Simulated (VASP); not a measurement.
# InSb in VASP: one cell, several levels of theory

InSb (zincblende), under -4.0 % strain along z alone is computed at one geometry. Runs: PBE, r2SCAN.

The runs shown are made with VASP 6.6.1. PAW datasets, plane waves. (Simulation; spin polarisation is off.)

## 1. The structure to begin with

The cell comes from an earlier relaxation with r2SCAN in another program, then strained, with the atoms relaxed again.

The symmetry is I-4m2 (No. 119, tetragonal); conventional cell a = 4.638 Å, c = 6.297 Å, 33.86 Å³ an atom. Near In stand 4 Sb at 2.80 Å; near Sb stand 4 In at 2.80 Å.

As a file:

```xyz
2
Lattice="0.0000 3.2795 3.1483 3.2795 0.0000 3.1483 3.2795 3.2795 0.0000" Properties=species:S:1:pos:R:3 pbc="T T T"
In    0.0000    0.0000    0.0000
Sb    1.6398    1.6398    1.5742
```

## 2. Single point with PBE

File INCAR:

```
ENCUT = 520.000000
SIGMA = 0.020000
EDIFF = 1.00e-07
GGA = PE
PREC = Accurate
IBRION = -1
ISIF = 2
ISMEAR = -1
NBANDS = 16
NELM = 120
NSW = 0
LASPH = .TRUE.
LCHARG = .TRUE.
LELF = .TRUE.
LWAVE = .FALSE.
LREAL = .FALSE.
```

File KPOINTS:

```
KPOINTS created by Atomic Simulation Environment
0
Gamma
6 6 6
0 0 0
```

File KPOINTS_OPT:

```
special points
7
Reciprocal
0.0000000000 0.0000000000 0.0000000000 1
-0.5000000000 -0.5000000000 0.0000000000 1
-0.3750000000 -0.3750000000 0.2500000000 1
-0.3750000000 0.0000000000 0.3750000000 1
0.0000000000 0.0000000000 0.5000000000 1
-0.5000000000 -0.2500000000 0.2500000000 1
-0.0156250000 0.0000000000 -0.0156250000 1
```

File POSCAR:

```
In Sb
 1.0000000000000000
     0.0000000000000000    3.2795130174999998    3.1483324968000002
     3.2795130174999998    0.0000000000000000    3.1483324968000002
     3.2795130174999998    3.2795130174999998    0.0000000000000000
 In  Sb
   1   1
Cartesian
  0.0000000000000000  0.0000000000000000  0.0000000000000000
  1.6397565087499999  1.6397565087499999  1.5741662484000001
```

The run uses the recommended PBE PAW datasets (18 valence electrons a neutral cell).

Command:

```console
mpirun -np 1 vasp_std
```

## 3. r2SCAN

File INCAR:

```
ENCUT = 520.000000
SIGMA = 0.020000
EDIFF = 1.00e-07
ALGO = Normal
METAGGA = R2SCAN
PREC = Accurate
IBRION = -1
ISIF = 2
ISMEAR = -1
NBANDS = 16
NELM = 120
NSW = 0
LASPH = .TRUE.
LCHARG = .FALSE.
LWAVE = .FALSE.
LREAL = .FALSE.
```

KPOINTS is that of step 2.

KPOINTS_OPT is that of step 2.

POSCAR is that of step 2.

**Question.** What will these runs give? Wanted: for each run, gap; pressure.

**Answer**, as computed:

| level | gap (eV) | pressure (GPa) |
| --- | --- | --- |
| PBE | 0.00 | 3.36 |
| r2SCAN | 0.12 | 1.85 |

**Reading.** The gap runs from 0.00 eV (PBE) to 0.12 eV (r2SCAN). Spin-orbit coupling is left out, though the cell holds Sb (Z = 51); in an element this heavy it can shift bands and gaps by tenths of an eV. At this one volume the pressure spans 1.9 GPa (r2SCAN) to 3.4 GPa (PBE): PBE wants the largest cell and r2SCAN the smallest.
